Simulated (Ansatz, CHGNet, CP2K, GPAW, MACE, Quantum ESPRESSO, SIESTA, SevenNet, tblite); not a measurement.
## Quantum ESPRESSO on AlP(100) slab, H on both faces (90 atoms): settings compared

How far do other settings of Quantum ESPRESSO move the forces in AlP(100) slab, H on both faces (90 atoms)? One run of the same program serves as the yardstick.

Program: Quantum ESPRESSO 7.5. Level of theory: the method is named at each step. Results are calculated unless marked as measured.

## 1. The structure

The cell holds 90 atoms: 27 Al, 27 P and 36 H. Its edges and angles: a = 11.589 Å, b = 11.589 Å, c = 18.561 Å, α = 90.0°, β = 90.0°, γ = 90.0°. It derives from AlP (zinc-blende). Zinc-blende AlP (a = 5.463 Å), (100) slab of 6 atomic planes, 3 x 3 surface cells, H on the broken bonds of both faces, 10 Å of vacuum; displaced by a Gaussian of 0.02 Å. Then every atom was moved at random, 0.02 Å r.m.s. a Cartesian component (hydrogen 0.6 of that). Regions: slab, 54 atoms (27 Al and 27 P); hydrogen, 36 atoms (36 H). Vacuum lies along c.

The yardstick, on the same geometry:

- method: Kohn-Sham DFT, PBE, SSSP efficiency 1.3.0 pseudopotentials, plane waves (Quantum ESPRESSO 7.5); sssp-pbe-1.3.0-efficiency, cutoffs 45/360 Ry, Γ point
- r.m.s. force component: 0.5146 eV/Å
- longest force: 2.247 eV/Å
- time: 5 min on 4 MPI ranks of Arm Neoverse V2, shared host
- CPU time: 20 min

## 2. PBE, sg15-1.2, 60/240 Ry

Method: Kohn-Sham DFT, PBE, SG15 1.2 norm-conserving pseudopotentials, plane waves.

pw.in reads:

```
&control
  calculation = 'scf'
  pseudo_dir = './pseudo'
  outdir = './tmp'
  disk_io = 'none'
  tprnfor = .true.
/
&system
  ibrav = 0
  nat = 90
  ntyp = 3
  ecutwfc = 60
  ecutrho = 240
  nosym = .true.
  occupations = 'smearing'
  smearing = 'fd'
  degauss = 0.003675
/
&electrons
  conv_thr = 4.5e-07
  electron_maxstep = 100
  mixing_beta = 0.2
  mixing_mode = 'local-TF'
  diagonalization = 'david'
/
ATOMIC_SPECIES
Al 26.982 Al.upf
P 30.974 P.upf
H 1.008 H.upf
CELL_PARAMETERS angstrom
11.58877 0.00000 0.00000
0.00000 11.58877 0.00000
0.00000 0.00000 18.56080
ATOMIC_POSITIONS crystal
Al 0.26587 0.16953 0.38638
P 0.26553 0.33000 0.31558
Al 0.10177 0.33509 0.53282
P 0.10478 0.16784 0.45968
Al 0.26637 0.16887 0.68003
P 0.26354 0.33229 0.60794
Al 0.26933 0.50219 0.38883
P 0.26646 0.66668 0.31353
Al 0.09905 0.66581 0.53411
P 0.09990 0.50490 0.46137
Al 0.26607 0.50442 0.68403
P 0.27125 0.67058 0.60928
Al 0.26484 0.83757 0.38641
P 0.26384 0.99981 0.31264
Al 0.10191 0.99499 0.53206
P 0.10197 0.83502 0.46219
Al 0.26744 0.83005 0.68096
P 0.26532 0.99605 0.60555
Al 0.60142 0.16568 0.38881
P 0.60180 0.33779 0.31332
Al 0.43179 0.33590 0.53462
P 0.43273 0.16871 0.46085
Al 0.60208 0.16769 0.68397
P 0.59757 0.33499 0.60786
Al 0.59964 0.50052 0.38553
P 0.60134 0.66377 0.31515
Al 0.43405 0.66920 0.53437
P 0.43377 0.49912 0.46297
Al 0.60215 0.50116 0.68185
P 0.59422 0.66897 0.60786
Al 0.60083 0.82929 0.38644
P 0.59925 0.00012 0.31072
Al 0.43343 0.00396 0.53153
P 0.42878 0.82981 0.46071
Al 0.60257 0.83650 0.68060
P 0.60043 0.00001 0.60684
Al 0.93021 0.16715 0.38849
P 0.93334 0.33226 0.31286
Al 0.76825 0.33207 0.53676
P 0.76892 0.16741 0.46045
Al 0.93650 0.17144 0.68141
P 0.93081 0.33203 0.60805
Al 0.93283 0.49918 0.38661
P 0.93346 0.65986 0.31091
Al 0.76706 0.66581 0.53463
P 0.76431 0.49861 0.46140
Al 0.93430 0.49731 0.68157
P 0.93143 0.66813 0.60838
Al 0.93486 0.83230 0.38902
P 0.93480 0.00264 0.31304
Al 0.76401 0.99665 0.53430
P 0.76875 0.83115 0.46178
Al 0.93188 0.83337 0.68332
P 0.93636 0.99773 0.60846
H 0.36415 0.33290 0.26767
H 0.16418 0.33363 0.26844
[... 30 atom lines left out ...]
H 0.03260 0.00008 0.27075
H 0.83335 0.99951 0.26917
H 0.04409 0.83568 0.73101
H 0.81991 0.83253 0.72837
K_POINTS gamma
```

Command:

```
$ OMP_NUM_THREADS=1 mpirun -np 4 pw.x -in pw.in > output.txt
```

What it wrote:

```text
Program PWSCF
     gamma-point specific algorithms are used
     one sub-group per band group will be used
     scalapack distributed-memory algorithm (size of sub-group:  2*  2 procs)
     Parallelization info
     sticks:   dense  smooth     PW     G-vecs:    dense   smooth      PW
     Min        2284    2284    569               264024   264024   32999
     Max        2286    2286    572               264041   264041   33012
     Sum        9141    9141   2285              1056137  1056137  132035
     bravais-lattice index     =            0
     lattice parameter (alat)  =      21.8996  a.u.
     unit-cell volume          =   16821.6262 (a.u.)^3
     number of atoms/cell      =           90
     number of atomic types    =            3
     number of electrons       =       468.00
     number of Kohn-Sham states=          281
     kinetic-energy cutoff     =      60.0000  Ry
     charge density cutoff     =     240.0000  Ry
     scf convergence threshold =      4.5E-07
     mixing beta               =       0.2000
     number of iterations used =            8  local-TF  mixing
     Exchange-correlation= PBE
                           (   1   4   3   4   0   0   0)
     crystal axes: (cart. coord. in units of alat)
               a(1) = (   1.000000   0.000000   0.000000 )
               a(2) = (   0.000000   1.000000   0.000000 )
               a(3) = (   0.000000   0.000000   1.601619 )
     reciprocal axes: (cart. coord. in units 2 pi/alat)
               b(1) = (  1.000000  0.000000  0.000000 )
               b(2) = (  0.000000  1.000000  0.000000 )
               b(3) = (  0.000000  0.000000  0.624368 )
     PseudoPot. # 1 for Al:
     Pseudo is Norm-conserving, Zval = 11.0
     PseudoPot. # 2 for P :
     Pseudo is Norm-conserving, Zval =  5.0
     PseudoPot. # 3 for H :
     Pseudo is Norm-conserving, Zval =  1.0
     atomic species   valence    mass     pseudopotential
     Al               11.00    26.98200     Al( 1.00)
     P                 5.00    30.97400     P ( 1.00)
     H                 1.00     1.00800     H ( 1.00)
     No symmetry found
   Cartesian axes
     number of k points=     1  Fermi-Dirac smearing, width (Ry)=  0.0037
                       cart. coord. in units 2pi/alat
        k(    1) = (   0.0000000   0.0000000   0.0000000), wk =   2.0000000
     Dense  grid:   528069 G-vectors     FFT dimensions: ( 108, 108, 180)
     Initial potential from superposition of free atoms
     starting charge     465.1169, renormalised to     468.0000
     negative rho (up, down):  9.665E-04 0.000E+00
     Starting wfcs are random
     Self-consistent Calculation
     iteration #  1     ecut=    60.00 Ry     beta= 0.20
     negative rho (up, down):  3.261E-08 0.000E+00
     total energy              =   -4136.74039605 Ry
     estimated scf accuracy    <       8.31358513 Ry
     iteration #  2     ecut=    60.00 Ry     beta= 0.20
     negative rho (up, down):  9.586E-04 0.000E+00
     total energy              =   -4134.85129887 Ry
     estimated scf accuracy    <       6.71351656 Ry
     iteration #  3     ecut=    60.00 Ry     beta= 0.20
     negative rho (up, down):  9.208E-05 0.000E+00
     total energy              =   -4135.61336094 Ry
     estimated scf accuracy    <       0.83388333 Ry
     iteration #  4     ecut=    60.00 Ry     beta= 0.20
     total energy              =   -4135.63635360 Ry
     estimated scf accuracy    <       1.16470292 Ry
     iteration #  5     ecut=    60.00 Ry     beta= 0.20
     negative rho (up, down):  2.703E-02 0.000E+00
     total energy              =   -4135.49306265 Ry
     estimated scf accuracy    <       1.12190167 Ry
     iteration #  6     ecut=    60.00 Ry     beta= 0.20
     negative rho (up, down):  2.201E-03 0.000E+00
     total energy              =   -4135.55753477 Ry
     estimated scf accuracy    <       0.23084250 Ry
[...]
c_bands:  4 eigenvalues not converged
[...]
negative rho (up, down):  3.123E-04 0.000E+00
     total energy              =   -4135.54460171 Ry
[...]
iteration # 22     ecut=    60.00 Ry     beta= 0.20
     negative rho (up, down):  4.212E-05 0.000E+00
     total energy              =   -4135.54460032 Ry
     estimated scf accuracy    <       0.00000093 Ry
     iteration # 23     ecut=    60.00 Ry     beta= 0.20
     negative rho (up, down):  2.565E-06 0.000E+00
     total energy              =   -4135.54459999 Ry
     estimated scf accuracy    <       0.00000049 Ry
     iteration # 24     ecut=    60.00 Ry     beta= 0.20
     End of self-consistent calculation
          k = 0.0000 0.0000 0.0000 ( 66018 PWs)   bands (ev):
  -102.7670-102.7556-102.7454-102.7404-102.6896-102.6792-102.6565-102.6502
  -102.5911-102.0987-102.0890-102.0502-102.0416-102.0319-102.0277-102.0247
  -101.9366-101.9006-100.6372-100.5828-100.5768-100.5639-100.5485-100.4979
  -100.4859-100.4790-100.4612 -64.3013 -64.2875 -64.2826 -64.2807 -64.2438
   -64.2356 -64.2309 -64.2271 -64.2266 -64.2233 -64.2164 -64.2141 -64.2086
   -64.2079 -64.2010 -64.1966 -64.1765 -64.1745 -64.1515 -64.1508 -64.1503
   -64.1473 -64.1427 -64.1402 -64.1304 -64.0947 -64.0752 -63.6058 -63.6052
   -63.5990 -63.5876 -63.5774 -63.5572 -63.5569 -63.5552 -63.5499 -63.5492
   -63.5449 -63.5449 -63.5430 -63.5327 -63.5324 -63.5232 -63.5011 -63.4951
   -63.4844 -63.4825 -63.4794 -63.4712 -63.4518 -63.4322 -63.4123 -63.4119
[...]
3.5475   3.5565   3.5750   3.5868   3.6126   3.6181   3.7540   3.7729
     3.8041   3.8333   3.9529   4.2845   4.4146   4.4462   4.4502   4.4972
     4.6348   4.6570   4.7778   4.7955   4.8187   4.8525   4.8599   4.8890
     4.9288
     the Fermi energy is     2.2848 ev
!    total energy              =   -4135.54460015 Ry
     estimated scf accuracy    <       0.00000022 Ry
     smearing contrib. (-TS)   =      -0.02144663 Ry
     internal energy E=F+TS    =   -4135.52315352 Ry
     The total energy is F=E-TS. E is the sum of the following terms:
     one-electron contribution =  -12077.19721492 Ry
     hartree contribution      =    5770.02347109 Ry
     xc contribution           =    -539.49559812 Ry
     ewald contribution        =    2711.14618843 Ry
     convergence has been achieved in  24 iterations
     Forces acting on atoms (cartesian axes, Ry/au):
     atom    1 type  1   force =     0.01187818   -0.02578992    0.02136049
     atom    2 type  2   force =    -0.00384899    0.03817134   -0.01220412
     atom    3 type  1   force =    -0.01470488   -0.00216026    0.02010401
     atom    4 type  2   force =    -0.03025501   -0.00764549   -0.02169839
     atom    5 type  1   force =    -0.00304521   -0.02672724    0.00177183
     atom    6 type  2   force =     0.01005255    0.02904379   -0.01649374
[...]
atom   88 type  3   force =     0.01458194   -0.00018031   -0.01141236
     atom   89 type  3   force =     0.00250992   -0.00120610    0.01500778
     atom   90 type  3   force =    -0.00761034   -0.00104660    0.02271484
     Total force =     0.326644     Total SCF correction =     0.001262
     Message from routine punch:
     Nothing written, as per user request (disk_io='none')
```

Run time: 4.7 min. Hardware: 4 MPI ranks of Arm Neoverse V2, shared host; peak memory 2.7 GiB; 19 min of CPU time.

Banners, paths, timers and routine set-up lines are dropped from the logs unmarked, and long logs keep their key lines alone; longer cuts are marked.

Numbers from this run, and their distance from the reference:

- r.m.s. force component: 0.5111 eV/Å
- r.m.s. difference of force components: 12.05 meV/Å
- longest difference of force vectors: 45.68 meV/Å
- force difference over r.m.s. force: 2.342 %
- slope of forces against the reference's: 0.993
- correlation of force components: 0.9998

This is a coarse setting, run to see what it loses.

Length of the force difference by element (eV/Å):

```csv
element,atoms,mean,most
Al,27,0.005,0.0093
H,36,0.029,0.046
P,27,0.013,0.035
```

A closer look about H56, picked at random: 9 atoms, nearest first, numbered in the order of the input, with positions taken from that point.

```csv
atom,x,y,z,distance (Å),bonds,Fx,Fy,Fz (eV/Å)
H56,0.00,0.00,0.00,0.00,1,0.67,-0.04,0.12
P2,1.17,-0.04,0.87,1.47,4,-0.10,0.98,-0.31
H80,-1.52,-0.02,-0.02,1.52,1,-0.21,-0.01,-0.35
H55,2.32,-0.01,-0.01,2.32,1,-0.49,-0.03,0.02
P38,-2.68,-0.02,0.82,2.80,4,0.01,-0.02,0.86
Al1,1.18,-1.90,2.19,3.13,4,0.31,-0.66,0.55
Al7,1.22,1.95,2.23,3.21,4,-0.17,-0.33,0.30
H79,-3.85,0.01,0.02,3.85,1,0.29,0.01,-0.36
H60,0.01,3.85,0.03,3.85,1,0.40,-0.07,-0.28
```

Forces lie 2.3 % from the reference's, at 0.94 times its CPU time.

## 3. PBE, sssp-1.3.0-efficiency, 20/160 Ry

Method: Kohn-Sham DFT, PBE, SSSP efficiency 1.3.0 pseudopotentials, plane waves.

The pseudopotential files are exchanged too: ./pseudo now holds the set sssp-pbe-1.3.0-efficiency.

pw.in, as its differences from that of step 2:

```diff
@@ -11,4 +11,4 @@
   ntyp = 3
-  ecutwfc = 60
-  ecutrho = 240
+  ecutwfc = 20
+  ecutrho = 160
   nosym = .true.
```

Command:

```
$ OMP_NUM_THREADS=1 mpirun -np 2 pw.x -in pw.in > output.txt
```

What it wrote:

```text
[banner, memory and clock lines left out]
Program PWSCF
     gamma-point specific algorithms are used
     bravais-lattice index     =            0
     lattice parameter (alat)  =      21.8996  a.u.
     unit-cell volume          =   16821.6262 (a.u.)^3
     number of atoms/cell      =           90
     number of atomic types    =            3
     number of electrons       =       252.00
     number of Kohn-Sham states=          151
     kinetic-energy cutoff     =      20.0000  Ry
[... lines left out ...]
     scf convergence threshold =      4.5E-07
[... lines left out ...]
     number of k points=     1  Fermi-Dirac smearing, width (Ry)=  0.0037
[... lines left out ...]
     total energy              =   -1488.87076943 Ry
[... lines left out ...]
     total energy              =   -1486.97056357 Ry
[... lines left out ...]
     total energy              =   -1487.57870868 Ry
[... lines left out ...]
     total energy              =   -1487.65469526 Ry
[... lines left out ...]
     total energy              =   -1487.65469580 Ry
     estimated scf accuracy    <       0.00000392 Ry
     iteration # 31     ecut=    20.00 Ry     beta= 0.20
     negative rho (up, down):  4.799E-03 0.000E+00
     End of self-consistent calculation
          k = 0.0000 0.0000 0.0000 ( 12697 PWs)   bands (ev):
   -13.0302 -12.7265 -12.5996 -12.4634 -12.3987 -12.1817 -12.0888 -12.0143
   -11.9908 -11.2467 -10.7285 -10.6861 -10.6411 -10.6254 -10.1720 -10.1300
   -10.0902 -10.0811  -9.9809  -9.7421  -9.6608  -9.6203  -9.5690  -9.3091
[...]
1.9006   1.9140   1.9490   1.9671   1.9986   2.0410   2.0640   2.0968
     2.2073   2.2212   2.3298   2.3961   2.4013   2.4200   2.4345   2.6587
     2.6666   2.6983   2.9688   2.9798   3.0088   3.0171   3.0380
     the Fermi energy is     1.7606 ev
!    total energy              =   -1487.65469600 Ry
     estimated scf accuracy    <       0.00000011 Ry
     smearing contrib. (-TS)   =      -0.02216458 Ry
     internal energy E=F+TS    =   -1487.63253142 Ry
     The total energy is F=E-TS. E is the sum of the following terms:
     one-electron contribution =   -2241.07257118 Ry
     hartree contribution      =    1185.25275150 Ry
     xc contribution           =    -213.42209861 Ry
     ewald contribution        =     718.24993002 Ry
     one-center paw contrib.   =    -936.64054315 Ry
     convergence has been achieved in  31 iterations
     negative rho (up, down):  4.799E-03 0.000E+00
     Forces acting on atoms (cartesian axes, Ry/au):
     atom    1 type  1   force =     0.01188478   -0.02596433    0.02155041
     atom    2 type  2   force =    -0.00409513    0.03831172   -0.00694031
     atom    3 type  1   force =    -0.01481433   -0.00215978    0.01963212
[...]
atom   89 type  3   force =     0.00527599   -0.00115895    0.01658460
     atom   90 type  3   force =    -0.01030423   -0.00110007    0.02436334
     Total force =     0.340394     Total SCF correction =     0.000447
     Message from routine punch:
     Nothing written, as per user request (disk_io='none')
```

The job ended after 4 min (2 MPI ranks; peak memory 1.5 GiB).

Against the reference:

```
r.m.s. force component                          : 0.5326 eV/Å
r.m.s. difference of force components           : 47.89 meV/Å
longest difference of force vectors             : 182.5 meV/Å
force difference over r.m.s. force              : 9.306 %
slope of forces against the reference's         : 1.031
correlation of force components                 : 0.9964
energy less the same-level run's                : 57.23 meV/atom
r.m.s. force difference from the same-level run : 47.89 meV/Å
```

This is a coarse setting, run to see what it loses.

Against the first run (2.3 %), the force difference from the reference is 9.3 %, at 0.42 times the CPU time (on 2 against 4 cores).

## 4. The ladder

Differences are against the plane-wave reference, forces as r.m.s. over components; share is that over the reference's r.m.s. force, slope the least-squares factor from reference forces to these. Total energies of different programs have different zeros and aren't compared.

```csv
run,"Δ force, r.m.s. (meV/Å)",share (%),slope,cores,CPU time,memory (GiB)
reference,-,-,-,4,20 min,5.2
"QE PBE, sg15-1.2, 60/240 Ry (coarse)",12.1,2.34,0.993,4,19 min,2.7
"QE PBE, sssp-1.3.0-efficiency, 20/160 Ry (coarse)",47.9,9.31,1.031,2,8 min,1.5
```

Rows marked coarse were listed beforehand as settings not expected to be converged; some can still land near the reference.

CPU time is summed over cores on a shared host, where runs went side by side, so it is rough. Symmetry, cutoffs, thresholds, outputs and thread counts weren't matched or tuned between programs; memory under MPI is the largest rank's times the ranks.

Within one program, basis, potentials and functional, energies share a zero. Each run against its twin at the usual cutoff or grid and solver:

```csv
run,twin,Δ energy (meV/atom),"Δ force, r.m.s. (meV/Å)",CPU time over the twin's
"QE PBE, sssp-1.3.0-efficiency, 20/160 Ry","sssp-1.3.0-efficiency, 45/360 Ry",57.2,47.9,0.4 (this twin ran on 4 cores)
```

## 5. Summary of results

| Quantity | Value |
| --- | --- |
| nearest in forces | QE PBE, sg15-1.2, 60/240 Ry (coarse), 2.3 % |
| its CPU time | 19 min |

Runs with settings chosen to be coarse differ by 2.3 % (QE PBE, sg15-1.2, 60/240 Ry) to 9.3 % (QE PBE, sssp-1.3.0-efficiency, 20/160 Ry), their programs' other errors included. One electronic-structure run takes under half the reference's CPU time: QE PBE, sssp-1.3.0-efficiency, 20/160 Ry, at 9.3 % in 8 min against 20 min. The potentials hold different valence shells: 252 electrons in the reference, 468 in Quantum ESPRESSO with SG15; this bears on time and differences. Caps of real hydrogen don't mimic the fractional bonds of a polar compound, so surface states and strained caps may belong to the model. The electronic-structure runs sample only Γ, in a cell whose shortest periodic width is 12 Å, which is coarse for a cell with partly filled levels.

[Also dropped from logs without a mark: logging warnings of Python, and SIESTA's first energy breakdown and zero terms.]

[Logs are printed without paths, hosts, clocks, repeated set-up lines and the standing remarks that a program may print on its own settings, such as how far it seeks lower states.]

[Hosts, paths, dates, database ids (printed as entryN), source tags and the programs' standing remarks are cut or masked in the printed files.]
